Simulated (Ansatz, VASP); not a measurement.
**One calculation of Nb, two programs**

```
Nb
1.0
     0.00000    2.14283    2.14283
     2.14283    0.00000    2.14283
     2.14283    2.14283    0.00000
Nb
1
Direct
  0.00000 0.00000 0.00000
```

Change from the starting cell: volume scaled by 1.04, crystal datasets.

Alike in both runs: task electric field gradients; functional LDA; k mesh 13 × 13 × 13; occupations fermi-dirac, width 0.03 eV; no spin polarisation.

```csv
,VASP,Ansatz
version,VASP 6.6.1,Ansatz 0.2.0
potentials or method,"VASP PAW LDA potentials, release 64 (Nb_sv), cutoff 520 eV","all-electron PAW with datasets made for the crystal, scalar-relativistic"
```

Ansatz gave:

| Property | Result |
| --- | --- |
| pressure (GPa) | -15.6 |
| Vzz of the field gradient on the site that differs most (V/Å²) | 0.0 |

Problem. Estimate VASP's values.

Solution. Pressure (GPa): -15.7; Vzz of the field gradient on the site that differs most (V/Å²): 0.0.

Ansatz ran all-electron here, so the differences hold the error of VASP's frozen core and of both bases. Ansatz warned: «gradients_without_spin_orbit».

Caveats: so large a pressure means that the cell lies far from this level's equilibrium, or that cutoff or potentials fall short (VASP).
